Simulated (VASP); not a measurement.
The system is LiCl.

```
Li Cl
1.0
     0.00000    2.73304    2.73304
     2.73304    0.00000    2.73304
     2.73304    2.73304    0.00000
Li Cl
1 1
Cartesian
  0.0000 0.0000 0.0000
  1.3665 1.3665 1.3665
```

The cell was built by a generator and needn't be a form met in nature.

Base run:

```yaml
Program: VASP 6.6.1
Functional: r2SCAN
Potentials_or_basis: VASP PAW PBE potentials, release 64 (Li_sv, Cl)
Cutoff: 520 eV
k_mesh: 6 × 6 × 6
Occupations: gaussian, width 0.01 eV
Spin: no spin polarisation
```

Its results: band gap on the k mesh 6.77 eV, direct.

Task: The run is repeated on the same cell with these changes: functional from r2SCAN to HSE06; k mesh from 6 × 6 × 6 to 4 × 4 × 4. What comes out?

Result: Band gap on the k mesh 7.39 eV, direct.

Several settings changed at once, so the effect can't be laid on one alone.

Caveats: some runs use coarse meshes.

A k mesh can miss the band edges.
